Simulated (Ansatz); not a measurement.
K in Ansatz: convergence with k mesh

Input of the first run (k mesh 2 × 2 × 2); the others differ in this setting and in those tied to it:

File input.yaml:

```yaml
crystal:
  lattice:
    - [-2.6975585167, 2.6975585167, 2.6975585167]
    - [2.6975585167, -2.6975585167, 2.6975585167]
    - [2.6975585167, 2.6975585167, -2.6975585167]
  atoms:
    - { symbol: K, position: [0.0, 0.0, 0.0] }
hamiltonian:
  xc: lda
  pseudopotentials: { kind: paw }
kpoints:
  mp_grid: { grid: [2, 2, 2] }
scf:
  occupations: { method: gaussian, width: 0.1 }
output:
  forces: true
  stress: true
  eigenvalues: true
```

Potentials or basis: Ansatz PAW.

Command:

```console
$ ansatz run input.yaml --threads 2 --pin off --max-ram 5632MiB --backend cpu --events-out ev --progress --plain --runs-dir out
```

Hardware: 2 threads of Intel(R) Xeon(R) Processor @ 2.50GHz (Skylake/Cascade Lake) (shared host).

**Question.** The values tried are 2 × 2 × 2, 3 × 3 × 3, 4 × 4 × 4, 5 × 5 × 5, 6 × 6 × 6, 8 × 8 × 8, 10 × 10 × 10, 11 × 11 × 11, loosest first. From which on does the pressure stay within 0.1 GPa of the tightest run that finished?

**Answer.** From 4 × 4 × 4 on.

| k mesh | energy less the tightest run, at zero smearing (meV/atom) | pressure (GPa) | SCF cycles | CPU time (s) | peak memory (GiB) |
| --- | --- | --- | --- | --- | --- |
| 2 × 2 × 2 | 554.12 | -0.29 | 6 | 0.88 | 0.28 |
| 3 × 3 × 3 | -87.15 | -0.72 | 6 | 0.91 | 0.28 |
| 4 × 4 × 4 | 68.19 | -0.53 | 6 | 1.1 | 0.28 |
| 5 × 5 × 5 | 2.69 | -0.62 | 6 | 1.2 | 0.28 |
| 6 × 6 × 6 | 21.37 | -0.59 | 6 | 1.5 | 0.29 |
| 8 × 8 × 8 | 8.09 | -0.61 | 6 | 2.1 | 0.3 |
| 10 × 10 × 10 | 4.77 | -0.61 | 6 | 3.3 | 0.32 |
| 11 × 11 × 11 | 0.00 | -0.62 | 6 | 3.8 | 0.33 |

Not settled before the last step: the energy (to 1 meV/atom). Meshes of other sizes hit other points, so gaps and Fermi surfaces needn't settle smoothly. The tightest run that finished is the yardstick and may itself not be fully converged.

Caveat, for the tightest run too: the PAW data sets come from PBE, with cores solved anew for the run's functional, which leaves a small shift of forces and pressure.
